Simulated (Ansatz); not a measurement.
**Tungsten, hcp under revPBE: from relaxation to bulk modulus**

Aim: take tungsten in the hcp structure, relax it, solve it on a dense k-mesh, then scale the cell to 7 volumes from 88 to 112 % of the relaxed one and try a fit of the equation of state. Spin polarisation is left out. The k-meshes are 13×13×7 for the relaxation; 21×21×11 for the dense run; 15×15×7 for the volumes.

This is W in the hcp structure; at room conditions it is bcc.

Method: DFT revPBE, plane waves (420 eV) with PAW, scalar-relativistic; PBE-made PAW files, in Ansatz 0.2.0.

**1. The system as given**

The structure is hexagonal, space group P6_3/mmc (No. 194). Conventional cell: a = 2.819 Å, b = 2.819 Å, c = 4.604 Å, α = 90.00°, β = 90.00°, γ = 120.00°. Around W (site symmetry -6m2) lie 12 W at 2.82 Å.

Structure file:

```cif
data_structure
_symmetry_space_group_name_H-M 'P6_3/mmc'
_symmetry_Int_Tables_number 194
_cell_length_a 2.8194
_cell_length_b 2.8194
_cell_length_c 4.6041
_cell_angle_alpha 90.000
_cell_angle_beta 90.000
_cell_angle_gamma 120.000
_cell_volume 31.69
loop_
_atom_site_label
_atom_site_type_symbol
_atom_site_symmetry_multiplicity
_atom_site_Wyckoff_symbol
_atom_site_fract_x
_atom_site_fract_y
_atom_site_fract_z
_atom_site_occupancy
W1 W 2 c 0.33333 0.66667 0.25000 1
```

**2. Geometry optimisation**

input.yaml

```yaml
crystal:
  lattice:
    - [2.8194054199, 0.0, 0.0]
    - [-1.40970271, 2.4416767172, 0.0]
    - [0.0, 0.0, 4.6040890507]
  atoms:
    - { symbol: W, position: [0.3333333333, 0.6666666667, 0.25] }
    - { symbol: W, position: [0.6666666667, 0.3333333333, 0.75] }
hamiltonian:
  xc: revpbe
  pseudopotentials:
    kind: paw
    azcp:
      W: "pseudopotentials/W.paw.azcp"
basis:
  ecutwfc: 420
  fft_grid_basis: typed
kpoints:
  mp_grid: { grid: [13, 13, 7], shift: [0, 0, 0] }
magnetization:
  spin_polarized: false
scf:
  occupations: { method: fermi_dirac, width: 0.1 }
relax:
  max_steps: 60
  f_tol: 0.01
  cell: {}
output:
  write_density: true
  write_potential: true
  elf: true
  volumetric_format: npy
```

The log of the run:

```text
Warning: RAYON_NUM_THREADS=2 ignored (pool sized by the plan → 2); use --threads N
Engine: ansatz 0.2.0, aarch64-unknown-linux-gnu
Pseudopotentials: kind: paw
Pseudopotential: W, paw, valence charge 14, recommended cutoff 420 eV (normal), <dir>
Functional definition: revPBE
  parameter kappa = 1.245
  parameter beta = 0.06672455060314922
  exchange = pbe_x(kappa = kappa, mu = beta*pi^2/3)
  correlation = pbe_c(beta = beta)
Crystal: 2 atoms, lattice volume = 31.695 Å³
Basis set: ecut = 420 eV, 615 PW (Γ), exchange–correlation on 40×40×64 points (8 copies of the dense FFT grid, shifted against one another)
Bands: 18, of which v1, the nominal top of the filled ones, is band 14 counted from 1 (13 counted from 0)
Symmetry: 24 space group operations
Space group: P63/mmc (ITA 194), of the structure as read, at distance tolerance 3.2e-5 Å
k-points: 84 of 1183
Non-local potential: W, projectors of the file, l = 0: 3, l = 1: 2, l = 2: 2, l = 3: 1
PAW form: soft (Blöchl's): semilocal exchange-correlation on the pseudo side does not see the compensation charge
PAW frozen core: W, regenerated for the run's functional, and the local potential with it (the file was generated under x = pbe(κ = 0.804, μ = 0.2195149727645171), c = pbe(β = 0.06672455060314922))
PAW one-centre angular grid: W, 590 points (default); XC on 64 Gauss nodes
Initial density: superposition of atomic densities (neutral atoms: chi_scale 0, normalization atom), corrected by the library's trained network
Initial wavefunctions: pseudopotential atomic-orbital guess
Functional: x = revpbe(κ = 1.245, μ = 0.2195149727645171), c = pbe(β = 0.06672455060314922)
SCF iter   1: F=—  HF=-20786.632527 eV  |F-HF|=—  |Δ(HF+E_count)|=         —  Δρ=8.24e-3  dr2=1.98e-2  ethr=1.77e-3  ⟨swp⟩=5.0  Hψ=6432  notcnv=0
preconditioner: auto → none  [metal: Δε(μ)=0.038 eV  Ē_g=5.417 eV  σ=0.100 eV  W_gap=0.10  n_scr=8 (ndim 8)  ℏωp=22.8 eV  f_vac=0.000  D(μ)=2.71/eV (n_scr^D=34)  sad-step TF]
SCF iter   2: F=—  HF=-20786.629368 eV  |F-HF|=—  |Δ(HF+E_count)|=   3.16e-3  Δρ=5.27e-3  dr2=8.43e-3  ethr=7.07e-5  ⟨swp⟩=1.0  Hψ=2185  notcnv=0
SCF iter   3: F=—  HF=-20786.626863 eV  |F-HF|=—  |Δ(HF+E_count)|=   2.50e-3  Δρ=2.95e-4  dr2=1.26e-5  ethr=3.01e-5  ⟨swp⟩=2.0  Hψ=2059  notcnv=0
SCF iter   4: F=—  HF=-20786.626837 eV  |F-HF|=—  |Δ(HF+E_count)|=   2.60e-5  Δρ=7.12e-5  dr2=1.26e-6  ethr=4.49e-8  ⟨swp⟩=2.0  Hψ=2765  notcnv=0
iter 5 did not close the SCF: its close was put off for the readings that it lacked (scf_convergence_deferred on its scf_iter line)
SCF iter   5: F=-20786.626837 eV  HF=-20786.626837 eV  |F-HF|=6.02e-9  |Δ(HF+E_count)|=   1.92e-7  Δρ=1.52e-5  dr2=3.48e-8  ethr=4.48e-9  ⟨swp⟩=2.8  Hψ=2795  notcnv=0
SCF iter   6: F=-20786.626837 eV  HF=-20786.626837 eV  |F-HF|=1.82e-11  |Δ(HF+E_count)|=   1.24e-8  Δρ=2.71e-6  dr2=1.03e-9  ethr=1.24e-10  ⟨swp⟩=5.7  Hψ=8648  notcnv=0
SCF 1 converged in 6 iterations: F = -20786.626837 eV  dr2 = 1.03e-9
relax step   1: F+E_penalty+E_count = -20786.62683706 eV  Δ(F+E_penalty+E_count) = +0.000e0 eV  max|allowed force component| = 1.908e-17 eV/Å  Δτ_max = 0.0000 Å  P = +13.520 GPa  Ω = 31.695 Å³  (6 SCF iters, dr2 threshold 1.00e-7 eV, accepted)
Crystal: 2 atoms, lattice volume = 34.245 Å³
Basis set: ecut = 420 eV, 677 PW (Γ), exchange–correlation on 40×40×64 points (8 copies of the dense FFT grid, shifted against one another)
Initial density: handed on by an earlier stage of this run
Initial wavefunctions: those handed on with the density
iter 1 solved again at ethr=5.24e-5 eV; its pass at ethr=3.10e-3 eV (dr2=1.47e-2 eV) is discarded
SCF iter   1: F=—  HF=-20786.729062 eV  |F-HF|=—  |Δ(HF+E_count)|=         —  Δρ=7.74e-3  dr2=1.51e-2  ethr=5.24e-5  ⟨swp⟩=1.0  Hψ=8809  notcnv=0
preconditioner: auto → Kerker (q_TF=auto, 2.638 Å⁻¹)  [metal: Δε(μ)=0.031 eV  Ē_g=5.019 eV  σ=0.100 eV  W_gap=0.08  n_scr=10 (ndim 8)  ℏωp=22.0 eV  f_vac=0.000  D(μ)=2.67/eV (n_scr^D=34)]
SCF iter   2: F=—  HF=-20786.726162 eV  |F-HF|=—  |Δ(HF+E_count)|=   2.90e-3  Δρ=4.43e-3  dr2=5.29e-3  ethr=5.24e-5  ⟨swp⟩=1.0  Hψ=1512  notcnv=0
SCF iter   3: F=—  HF=-20786.724585 eV  |F-HF|=—  |Δ(HF+E_count)|=   1.58e-3  Δρ=4.75e-4  dr2=5.02e-5  ethr=1.89e-5  ⟨swp⟩=2.3  Hψ=1963  notcnv=0
SCF iter   4: F=—  HF=-20786.724589 eV  |F-HF|=—  |Δ(HF+E_count)|=   3.40e-6  Δρ=6.24e-5  dr2=1.09e-6  ethr=1.79e-7  ⟨swp⟩=2.5  Hψ=2642  notcnv=0
iter 5 did not close the SCF: its close was put off for the readings that it lacked (scf_convergence_deferred on its scf_iter line)
SCF iter   5: F=-20786.724589 eV  HF=-20786.724589 eV  |F-HF|=4.48e-9  |Δ(HF+E_count)|=   8.64e-8  Δρ=1.18e-5  dr2=3.32e-8  ethr=3.88e-9  ⟨swp⟩=2.4  Hψ=2173  notcnv=0
SCF iter   6: F=-20786.724589 eV  HF=-20786.724589 eV  |F-HF|=3.57e-10  |Δ(HF+E_count)|=   1.47e-9  Δρ=2.11e-6  dr2=1.42e-9  ethr=1.18e-10  ⟨swp⟩=5.7  Hψ=8479  notcnv=0
SCF 2 converged in 6 iterations: F = -20786.724589 eV  dr2 = 1.42e-9
relax step   2: F+E_penalty+E_count = -20786.72458859 eV  Δ(F+E_penalty+E_count) = -9.775e-2 eV  max|allowed force component| = 6.476e-17 eV/Å  Δτ_max = 0.0000 Å  P = -7.897 GPa  Ω = 34.245 Å³  energy of the carried Pulay correction = -1.160e-3 eV  (6 SCF iters, dr2 threshold 2.00e-7 eV, accepted)
Crystal: 2 atoms, lattice volume = 33.685 Å³
Basis set: ecut = 420 eV, 665 PW (Γ), exchange–correlation on 40×40×64 points (8 copies of the dense FFT grid, shifted against one another)
iter 1 solved again at ethr=2.88e-5 eV; its pass at ethr=3.10e-3 eV (dr2=8.07e-3 eV) is discarded
SCF iter   1: F=—  HF=-20786.787891 eV  |F-HF|=—  |Δ(HF+E_count)|=         —  Δρ=5.41e-3  dr2=8.32e-3  ethr=2.88e-5  ⟨swp⟩=1.0  Hψ=8841  notcnv=0
preconditioner: auto → Kerker (q_TF=auto, 2.646 Å⁻¹)  [metal: Δε(μ)=0.028 eV  Ē_g=5.116 eV  σ=0.100 eV  W_gap=0.07  n_scr=10 (ndim 8)  ℏωp=22.2 eV  f_vac=0.000  D(μ)=2.33/eV (n_scr^D=22)]
SCF iter   2: F=—  HF=-20786.786098 eV  |F-HF|=—  |Δ(HF+E_count)|=   1.79e-3  Δρ=3.09e-3  dr2=2.86e-3  ethr=2.88e-5  ⟨swp⟩=1.0  Hψ=1512  notcnv=0
SCF iter   3: F=—  HF=-20786.785193 eV  |F-HF|=—  |Δ(HF+E_count)|=   9.05e-4  Δρ=3.42e-4  dr2=1.91e-5  ethr=1.02e-5  ⟨swp⟩=2.5  Hψ=2016  notcnv=0
SCF iter   4: F=—  HF=-20786.785224 eV  |F-HF|=—  |Δ(HF+E_count)|=   3.04e-5  Δρ=3.79e-5  dr2=2.57e-7  ethr=6.81e-8  ⟨swp⟩=2.4  Hψ=2647  notcnv=0
iter 5 did not close the SCF: its close was put off for the readings that it lacked (scf_convergence_deferred on its scf_iter line)
SCF iter   5: F=-20786.785224 eV  HF=-20786.785224 eV  |F-HF|=3.70e-9  |Δ(HF+E_count)|=   6.89e-8  Δρ=7.28e-6  dr2=6.87e-9  ethr=9.18e-10  ⟨swp⟩=2.2  Hψ=2164  notcnv=0
SCF iter   6: F=-20786.785224 eV  HF=-20786.785224 eV  |F-HF|=1.09e-11  |Δ(HF+E_count)|=   4.13e-9  Δρ=9.38e-7  dr2=1.88e-10  ethr=2.45e-11  ⟨swp⟩=5.0  Hψ=8351  notcnv=0
SCF 3 converged in 6 iterations: F = -20786.785224 eV  dr2 = 1.88e-10
relax step   3: F+E_penalty+E_count = -20786.78522373 eV  Δ(F+E_penalty+E_count) = -6.064e-2 eV  max|allowed force component| = 7.170e-17 eV/Å  Δτ_max = 0.0000 Å  P = -3.374 GPa  Ω = 33.685 Å³  energy of the carried Pulay correction = -9.110e-4 eV  (6 SCF iters, dr2 threshold 2.00e-7 eV, accepted)
Crystal: 2 atoms, lattice volume = 33.238 Å³
iter 1 solved again at ethr=9.66e-5 eV; its pass at ethr=3.10e-3 eV (dr2=2.70e-2 eV) is discarded
SCF iter   1: F=—  HF=-20786.809965 eV  |F-HF|=—  |Δ(HF+E_count)|=         —  Δρ=9.37e-3  dr2=2.82e-2  ethr=9.66e-5  ⟨swp⟩=1.0  Hψ=8655  notcnv=0
preconditioner: auto → Kerker (q_TF=auto, 2.651 Å⁻¹)  [metal: Δε(μ)=0.037 eV  Ē_g=5.232 eV  σ=0.100 eV  W_gap=0.09  n_scr=10 (ndim 8)  ℏωp=22.3 eV  f_vac=0.000  D(μ)=1.77/eV (n_scr^D=22)]
SCF iter   2: F=—  HF=-20786.803372 eV  |F-HF|=—  |Δ(HF+E_count)|=   6.59e-3  Δρ=5.40e-3  dr2=9.90e-3  ethr=9.66e-5  ⟨swp⟩=1.0  Hψ=1512  notcnv=0
SCF iter   3: F=—  HF=-20786.799918 eV  |F-HF|=—  |Δ(HF+E_count)|=   3.45e-3  Δρ=6.15e-4  dr2=5.67e-5  ethr=3.54e-5  ⟨swp⟩=2.4  Hψ=2062  notcnv=0
SCF iter   4: F=—  HF=-20786.800007 eV  |F-HF|=—  |Δ(HF+E_count)|=   8.94e-5  Δρ=7.31e-5  dr2=1.32e-6  ethr=2.03e-7  ⟨swp⟩=2.6  Hψ=2701  notcnv=0
iter 5 did not close the SCF: its close was put off for the readings that it lacked (scf_convergence_deferred on its scf_iter line)
SCF iter   5: F=-20786.800007 eV  HF=-20786.800007 eV  |F-HF|=9.70e-9  |Δ(HF+E_count)|=   2.48e-8  Δρ=1.29e-5  dr2=2.38e-8  ethr=4.72e-9  ⟨swp⟩=2.5  Hψ=2014  notcnv=0
SCF iter   6: F=-20786.800007 eV  HF=-20786.800007 eV  |F-HF|=4.37e-11  |Δ(HF+E_count)|=   1.18e-8  Δρ=1.77e-6  dr2=8.10e-10  ethr=8.49e-11  ⟨swp⟩=5.5  Hψ=8478  notcnv=0
SCF 4 converged in 6 iterations: F = -20786.800007 eV  dr2 = 8.10e-10
relax step   4: F+E_penalty+E_count = -20786.80000718 eV  Δ(F+E_penalty+E_count) = -1.478e-2 eV  max|allowed force component| = 1.850e-17 eV/Å  Δτ_max = 0.0000 Å  P = +1.786 GPa  Ω = 33.238 Å³  energy of the carried Pulay correction = -7.071e-4 eV  (6 SCF iters, dr2 threshold 2.00e-7 eV, accepted)
Crystal: 2 atoms, lattice volume = 33.371 Å³
iter 1 solved again at ethr=1.24e-5 eV; its pass at ethr=3.10e-3 eV (dr2=3.48e-3 eV) is discarded
SCF iter   1: F=—  HF=-20786.809717 eV  |F-HF|=—  |Δ(HF+E_count)|=         —  Δρ=3.26e-3  dr2=3.49e-3  ethr=1.24e-5  ⟨swp⟩=1.2  Hψ=8412  notcnv=0
preconditioner: auto → Kerker (q_TF=auto, 2.650 Å⁻¹)  [metal: Δε(μ)=0.034 eV  Ē_g=5.192 eV  σ=0.100 eV  W_gap=0.08  n_scr=10 (ndim 8)  ℏωp=22.3 eV  f_vac=0.000  D(μ)=1.94/eV (n_scr^D=22)]
SCF iter   2: F=—  HF=-20786.808901 eV  |F-HF|=—  |Δ(HF+E_count)|=   8.16e-4  Δρ=1.84e-3  dr2=1.18e-3  ethr=1.24e-5  ⟨swp⟩=1.0  Hψ=1512  notcnv=0
SCF iter   3: F=—  HF=-20786.808484 eV  |F-HF|=—  |Δ(HF+E_count)|=   4.16e-4  Δρ=2.12e-4  dr2=9.14e-6  ethr=4.21e-6  ⟨swp⟩=2.5  Hψ=2005  notcnv=0
SCF iter   4: F=—  HF=-20786.808541 eV  |F-HF|=—  |Δ(HF+E_count)|=   5.65e-5  Δρ=2.75e-5  dr2=9.16e-8  ethr=3.26e-8  ⟨swp⟩=2.5  Hψ=2797  notcnv=0
iter 5 did not close the SCF: its close was put off for the readings that it lacked (scf_convergence_deferred on its scf_iter line)
SCF iter   5: F=-20786.808541 eV  HF=-20786.808541 eV  |F-HF|=1.07e-9  |Δ(HF+E_count)|=   3.91e-8  Δρ=4.00e-6  dr2=2.52e-9  ethr=3.27e-10  ⟨swp⟩=2.2  Hψ=2283  notcnv=0
SCF iter   6: F=-20786.808541 eV  HF=-20786.808541 eV  |F-HF|=0.00e0  |Δ(HF+E_count)|=   1.26e-9  Δρ=6.05e-7  dr2=8.82e-11  ethr=9.01e-12  ⟨swp⟩=5.0  Hψ=7959  notcnv=0
SCF 5 converged in 6 iterations: F = -20786.808541 eV  dr2 = 8.82e-11
relax step   5: F+E_penalty+E_count = -20786.80854102 eV  Δ(F+E_penalty+E_count) = -8.534e-3 eV  max|allowed force component| = 9.483e-17 eV/Å  Δτ_max = 0.0000 Å  P = -0.032 GPa  Ω = 33.371 Å³  energy of the carried Pulay correction = -7.681e-4 eV  (6 SCF iters, dr2 threshold 2.00e-7 eV, accepted)
Crystal: 2 atoms, lattice volume = 33.366 Å³
iter 1 solved again at ethr=1.05e-9 eV; its pass at ethr=3.10e-3 eV (dr2=2.95e-7 eV) is discarded
SCF iter   1: F=—  HF=-20786.808484 eV  |F-HF|=—  |Δ(HF+E_count)|=         —  Δρ=4.10e-5  dr2=5.24e-7  ethr=1.05e-9  ⟨swp⟩=2.1  Hψ=8122  notcnv=0
preconditioner: auto → Kerker (q_TF=auto, 2.650 Å⁻¹)  [metal: Δε(μ)=0.057 eV  Ē_g=5.194 eV  σ=0.100 eV  W_gap=0.14  n_scr=10 (ndim 8)  ℏωp=22.3 eV  f_vac=0.000  D(μ)=1.93/eV (n_scr^D=22)]
SCF iter   2: F=—  HF=-20786.808545 eV  |F-HF|=—  |Δ(HF+E_count)|=   6.03e-5  Δρ=2.29e-5  dr2=1.71e-7  ethr=1.05e-9  ⟨swp⟩=2.1  Hψ=2122  notcnv=0
iter 3 did not close the SCF: its close was put off for the readings that it lacked (scf_convergence_deferred on its scf_iter line)
SCF iter   3: F=-20786.808545 eV  HF=-20786.808545 eV  |F-HF|=4.77e-10  |Δ(HF+E_count)|=   6.03e-8  Δρ=2.46e-6  dr2=1.53e-9  ethr=6.12e-10  ⟨swp⟩=2.5  Hψ=2004  notcnv=0
iter 4 did not close the SCF: its close was put off for the readings that it lacked (scf_convergence_deferred on its scf_iter line)
SCF iter   4: F=-20786.808545 eV  HF=-20786.808545 eV  |F-HF|=3.64e-12  |Δ(HF+E_count)|=  4.66e-10  Δρ=4.92e-7  dr2=3.19e-11  ethr=5.46e-12  ⟨swp⟩=2.6  Hψ=2618  notcnv=0
iter 5 did not close the SCF: its close was put off for the readings that it lacked (scf_convergence_deferred on its scf_iter line)
SCF iter   5: F=-20786.808545 eV  HF=-20786.808545 eV  |F-HF|=7.28e-12  |Δ(HF+E_count)|=  7.28e-12  Δρ=7.73e-8  dr2=7.62e-13  ethr=1.00e-12  ⟨swp⟩=1.0  Hψ=1512  notcnv=0
iter 6 did not close the SCF: its close was put off for the readings that it lacked (scf_convergence_deferred on its scf_iter line)
SCF iter   6: F=-20786.808545 eV  HF=-20786.808545 eV  |F-HF|=0.00e0  |Δ(HF+E_count)|=    0.00e0  Δρ=1.08e-8  dr2=1.31e-14  ethr=1.00e-12  ⟨swp⟩=1.0  Hψ=1512  notcnv=0
SCF iter   7: F=-20786.808545 eV  HF=-20786.808545 eV  |F-HF|=3.64e-12  |Δ(HF+E_count)|=  1.09e-11  Δρ=1.46e-9  dr2=4.60e-16  ethr=1.00e-12  ⟨swp⟩=2.9  Hψ=4908  notcnv=0
SCF 6 converged in 7 iterations: F = -20786.808545 eV  dr2 = 4.60e-16
relax step   6: F+E_penalty+E_count = -20786.80854455 eV  Δ(F+E_penalty+E_count) = -3.536e-6 eV  max|allowed force component| = 5.551e-17 eV/Å  Δτ_max = 0.0000 Å  P = -0.002 GPa  Ω = 33.366 Å³  energy of the carried Pulay correction = -7.661e-4 eV  (7 SCF iters, accepted)
Basis set: ecut = 420 eV, 677 PW (Γ), exchange–correlation on 40×40×72 points (8 copies of the dense FFT grid, shifted against one another)
Initial wavefunctions: pseudopotential atomic-orbital guess (no wavefunctions were taken with the density)
iter 1 solved again at ethr=3.91e-8 eV; its pass at ethr=3.10e-3 eV (dr2=1.09e-5 eV) is discarded
SCF iter   1: F=—  HF=-20786.809389 eV  |F-HF|=—  |Δ(HF+E_count)|=         —  Δρ=2.92e-4  dr2=2.00e-6  ethr=3.91e-8  ⟨swp⟩=3.1  Hψ=10331  notcnv=0
preconditioner: auto → Kerker (q_TF=auto, 2.650 Å⁻¹)  [metal: Δε(μ)=0.058 eV  Ē_g=5.194 eV  σ=0.100 eV  W_gap=0.14  n_scr=10 (ndim 8)  ℏωp=22.3 eV  f_vac=0.000  D(μ)=1.93/eV (n_scr^D=22)]
SCF iter   2: F=—  HF=-20786.809410 eV  |F-HF|=—  |Δ(HF+E_count)|=   2.17e-5  Δρ=1.52e-4  dr2=5.53e-7  ethr=7.15e-9  ⟨swp⟩=1.0  Hψ=1512  notcnv=0
SCF iter   3: F=—  HF=-20786.809419 eV  |F-HF|=—  |Δ(HF+E_count)|=   8.16e-6  Δρ=5.98e-6  dr2=3.56e-9  ethr=1.98e-9  ⟨swp⟩=2.2  Hψ=2445  notcnv=0
SCF iter   4: F=—  HF=-20786.809419 eV  |F-HF|=—  |Δ(HF+E_count)|=   1.98e-9  Δρ=6.20e-7  dr2=1.02e-10  ethr=1.27e-11  ⟨swp⟩=2.3  Hψ=2629  notcnv=0
iter 5 did not close the SCF: its close was put off for the readings that it lacked (scf_convergence_deferred on its scf_iter line)
SCF iter   5: F=-20786.809419 eV  HF=-20786.809419 eV  |F-HF|=0.00e0  |Δ(HF+E_count)|=  1.09e-11  Δρ=1.59e-7  dr2=5.02e-12  ethr=1.00e-12  ⟨swp⟩=1.9  Hψ=1913  notcnv=0
SCF iter   6: F=-20786.809419 eV  HF=-20786.809419 eV  |F-HF|=1.82e-11  |Δ(HF+E_count)|=  1.09e-11  Δρ=1.79e-8  dr2=7.42e-14  ethr=1.00e-12  ⟨swp⟩=4.1  Hψ=6263  notcnv=0
SCF 7 converged in 6 iterations: F = -20786.809419 eV  dr2 = 7.42e-14
relax step   7: F+E_penalty+E_count = -20786.80941863 eV  Δ(F+E_penalty+E_count) = -8.741e-4 eV  max|allowed force component| = 4.163e-17 eV/Å  Δτ_max = 0.0000 Å  P = -0.004 GPa  Ω = 33.366 Å³  stress off target by 1.31e-2 GPa  SCF on the basis re-selected at this cell (its energy is not comparable with the rows above)  (6 SCF iters)
basis re-selected at this cell: Δ(F+E_penalty+E_count) = -8.741e-4 eV, ΔP = -0.002 GPa vs the last step (what re-selecting the basis moved, of the pressure what is left beyond the Pulay correction that the steps carried, after the strain that the cell walked since its last selection, with what the two solves' SCF thresholds leave and, on support functions, any second-order correction that the steps lacked; it is no measure of the basis error at this ecutwfc). The dense FFT grid was sized anew with the basis: this SCF ran on 20×20×36 points, the steps before it on 20×20×32, so part of this shift can come from that change (see relax.cell in the input reference). This SCF's stress stands 1.31e-2 GPa from its target on what of the cell is left free (relax.cell.stress_tol is 5.00e-2 GPa) and its largest allowed force component is 4.16e-17 eV/Å (relax.f_tol is 1.00e-2 eV/Å): within both
SCF converged after 6 iterations
Free energy (F): -20786.809419 eV
Harris-Foulkes:  -20786.809419 eV  (|F-HF|=1.82e-11)
Internal energy: -20786.743659 eV  (E = F + TS)
E sigma→0 (E₀):  -20786.776539 eV
Entropy (-TS):   -0.065759 eV (-32.880 meV/atom)
Fermi energy:    21.054838 eV
--- Per-component energies (eV) ---
  E_band       = -193.603138
  E_kinetic    = 897.403890
  E_local      = -1277.826580  (includes V_loc(G=0)·N_el)
  E_nonlocal   = 0.282342
  E_hartree    = 455.378055
  E_xc         = -533.067242
  E_vxc        = -475.711591  (∫ρ·V_xc dr)
  E_paw        = -17142.498116  (= ΣΔE_a)
  E_vpaw       = -248.507191  (= ΣTr[D̂ρ^β])
  E_aug_tail   = -0.000120  (compensation charges beyond the density's cutoff)
  E_ewald      = -3186.390883
  E_core_change = -0.025006  (= ΣΔE_core)
  E_smearing   = -0.065759  (= −TS)
  E_closure    = -0.000000  (closes the sum)
  Σ components = -20786.809419   (vs F -20786.809419, Δ=0.00e0)
--- Forces (eV/Å), atoms counted from 1 ---
  atom   1  W     -0.00000000    -0.00000000    -0.00000000
  atom   2  W      0.00000000     0.00000000     0.00000000
  max |Σ_I F_I| component: 1.39e-17 eV/Å
--- Stress (GPa, compression-positive) ---
       -0.011866       0.000000       0.000000
       -0.000000      -0.011866      -0.000000
        0.000000      -0.000000       0.013077
  P = ⅓ Tr σ = -0.0036 GPa (-0.036 kbar)
--- Band table (eV; the first three rows and the last of 84) ---
  k-point 0: bands = ["-52.6870", "-52.6211", "-17.4132", "-16.5512", "-16.3569", "-16.3569", "-16.2694", "-16.2694", "12.0624", "15.2275", "19.3833", "20.6376", "20.6376", "20.6977", "21.1959", "21.1959", "23.0460", "23.0460"]
  k-point 1: bands = ["-52.6837", "-52.6244", "-17.3726", "-16.5962", "-16.3526", "-16.3526", "-16.2738", "-16.2738", "12.2522", "15.1685", "19.3017", "20.2992", "20.6121", "20.6121", "21.1233", "21.1233", "23.2221", "23.2221"]
  k-point 2: bands = ["-52.6746", "-52.6335", "-17.2579", "-16.7209", "-16.3405", "-16.3405", "-16.2860", "-16.2860", "12.7883", "14.9199", "19.1077", "19.5338", "20.5846", "20.5846", "20.9481", "20.9481", "23.6717", "23.6717"]
  k-point 83: bands = ["-52.5478", "-52.5464", "-17.2315", "-17.2280", "-17.0484", "-17.0115", "-16.6904", "-16.6758", "17.4526", "17.5032", "18.3892", "18.4894", "19.5740", "19.7278", "21.5011", "21.9680", "25.1407", "25.4704"]
--- Relaxed structure (6 steps of the walk, 6 accepted, 1 SCFs on fresh bases) ---
  F+E_penalty+E_count = -20786.80941863 eV   max|allowed force component| = 4.163e-17 eV/Å   (the final SCF, on the basis selected at the relaxed cell)
  cell:  # Å, volume = 33.3659 Å³
    - [2.7850767099904616, 2.8515950310268433e-11, 0.0]
    - [-1.3925383550199264, 2.4119471823258674, 0.0]
    - [0.0, 0.0, 4.967047645855267]
  atoms:
    - { symbol: W, position: [0.3333333333333333, 0.6666666666666667, 0.25000000000000006] }
    - { symbol: W, position: [0.6666666666666667, 0.33333333333333337, 0.75] }
```

It took 9.1 s on 2 threads of Arm Neoverse V1, shared host; peak memory 0.34 GiB.

The steps of the relaxation:

```
step  energy change (meV/atom)  largest force (eV/Å)  pressure (GPa)  volume (Å³/atom)
   1                      0.00                0.0000           13.52            15.847
   2                    -48.88                0.0000           -7.90            17.123
   3                    -79.19                0.0000           -3.37            16.843
   4                    -86.59                0.0000            1.79            16.619
   5                    -90.85                0.0000           -0.03            16.685
   6                    -90.85                0.0000            0.00            16.683
   7                    -91.29                0.0000            0.00            16.683
```

Steps that repeat a cell are solved on a basis chosen anew, so their changes of energy are no gain of the relaxation.

Changes in the cell that was computed:

|  | before | after | change |
| --- | --- | --- | --- |
| a (Å) | 2.819 | 2.785 | -1.2 % |
| b (Å) | 2.819 | 2.785 | -1.2 % |
| c (Å) | 4.604 | 4.967 | +7.9 % |
| volume (Å³/atom) | 15.847 | 16.683 | +5.3 % |
| shortest distance (Å) | 2.819 | 2.785 | -1.2 % |
| space group (spins left aside) | P6_3/mmc | P6_3/mmc | same |

[end of part 1 of 2]
